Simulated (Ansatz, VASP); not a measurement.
Nb2H3 in VASP and in Ansatz

INCAR

```
PREC = Accurate ; ENCUT = 520
EDIFF = 1E-6 ; ISMEAR = 0
SIGMA = 0.1 ; LREAL = False
LASPH = True ; NELM = 80
ALGO = Normal ; ISIF = 2
LWAVE = False ; LCHARG = False
GGA = PE ; NBANDS = 22
```

KPOINTS

```
regular mesh
0
Gamma
  12 12 4
```

The input POSCAR:

```
Nb2H3
1.0
    3.0911441982      0.0000000000      0.0000000000
   -1.5455720991      2.6770094024      0.0000000000
    0.0000000000      0.0000000000      5.3220378768
Nb H
2 3
Direct
    0.3333333333      0.6666666667      0.2353522218
    0.6666666667      0.3333333333      0.7646477782
    0.0000000000      0.0000000000      1.0000000000
    0.3333333333      0.6666666667      0.6110012451
    0.6666666667      0.3333333333      0.3889987549
```

Input for Ansatz:

```yaml
crystal:
  lattice:
    - [3.0911441982, 0.0, 0.0]
    - [-1.5455720991, 2.6770094024, 0.0]
    - [0.0, 0.0, 5.3220378768]
  atoms:
    - { symbol: Nb, position: [0.3333333333, 0.6666666667, 0.2353522218] }
    - { symbol: Nb, position: [0.6666666667, 0.3333333333, 0.7646477782] }
    - { symbol: H, position: [0.0, 0.0, 1.0] }
    - { symbol: H, position: [0.3333333333, 0.6666666667, 0.6110012451] }
    - { symbol: H, position: [0.6666666667, 0.3333333333, 0.3889987549] }
basis:
  ecutwfc: 420
kpoints:
  mp_grid: { grid: [12, 12, 4] }
hamiltonian:
  xc: pbe
scf:
  occupations: { method: gaussian, width: 0.1 }
output:
  forces: true
  stress: true
  eigenvalues: true
```

Alike in both runs: task single point; functional PBE; k mesh 12 × 12 × 4; occupations gaussian, width 0.1 eV; no spin polarisation.

|  | VASP | Ansatz |
| --- | --- | --- |
| version | VASP 6.6.1 | Ansatz 0.2.0 |
| potentials or method | VASP PAW PBE potentials, release 64 (Nb_sv, H) | scalar-relativistic, plane waves, PAW |
| plane-wave cutoff (eV) | 520 | 420 |
| valence electrons in the cell | 29 | 29 |

```csv
,VASP,Ansatz,Ansatz less VASP
gap on the k mesh at the Fermi level (eV),none,none,-
pressure (GPa),-0.5,0.0,+0.44
rms of the force components (eV/Å),0.005,0.005,-0.0003
```

Atom by atom the forces differ by 0.000 eV/Å (rms over components). A gap of «none» marks a metal or a gap that the smearing closes. The functional is the same, so the differences come from potentials, cutoffs and numerics.
